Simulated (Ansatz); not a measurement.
How Cu stores the work of compression

These are results of Ansatz, DFT PBEsol, scalar-relativistic, plane waves, PAW, not measurements. Run with 420 eV cutoff, 18×18×6 k-mesh, Gaussian smearing of 0.10 eV, no spin polarisation.

Starting point, cell and atoms relaxed:

```xyz
4
Lattice="2.5198 0.0000 0.0000 -1.2599 2.1822 0.0000 0.0000 0.0000 8.2353" Properties=species:S:1:pos:R:3 pbc="T T T"
Cu    0.0000    0.0000    0.0000
Cu    0.0000    1.4548    2.0588
Cu    0.0000    0.0000    4.1176
Cu    1.2599    0.7274    6.1764
```

Cell and atoms were relaxed at each target pressure within the start's symmetry (P6_3/mmc), at zero temperature; other phases can be more stable under pressure. H = E + PV with P the target; E is the free energy at the smearing used, whose derivative the pressure is, per atom and counted from zero pressure. The mesh named is that at zero pressure; some other pressures ran on another.

```tsv
P (GPa)	V (Å³/atom)	E − E0 (meV)	H − H0 (meV)
0	11.321	0.0	0.0
3	11.128	1.8	210.1
8	10.845	11.4	552.9
15	10.509	35.3	1019.2
30	9.944	113.4	1975.3
60	9.158	327.2	3756.8
```

Q: Thermodynamics gives dH/dP = V along a relaxed path. Integrate V over P by the trapezoid rule and compare with the computed enthalpies.

A: With 1 eV/Å³ = 160.22 GPa, each step adds the mean volume times ΔP / 160.22:
| P (GPa) | ∫V dP (meV) | H − H0 (meV) | difference (meV) |
| --- | --- | --- | --- |
| 3 | 210.2 | 210.1 | 0.0 |
| 8 | 553.0 | 552.9 | 0.1 |
| 15 | 1019.5 | 1019.2 | 0.3 |
| 30 | 1976.9 | 1975.3 | 1.7 |
| 60 | 3765.3 | 3756.8 | 8.5 |

V(P) curves upward, so the trapezoid rule runs high; integrating a smooth curve through the same points (P as a polynomial of degree 4 in ln V) puts that excess at about 6.9 meV at 60 GPa, against the 8.5 meV found.

Q: At 60 GPa, how much of the enthalpy change is stored energy and how much is the PV term?

A: E rises by 327 meV/atom and PV is 60 × 9.158 / 160.22 = 3430 meV/atom, so PV makes 91 % of ΔH. So between rival structures at high pressure a small difference in volume can outweigh the difference in energy: 1 % of this volume is worth 34.3 meV/atom at this pressure.

Q: What bulk modulus do the lowest pressures give?

A: From the pressures that the runs reached, -2.98 GPa (11.534 Å³) and 3.01 GPa (11.128 Å³), B = −ΔP/Δln V = 5.99 / 0.0359 = 167 GPa, a mean over that range.

This form isn't the element's structure at ambient conditions.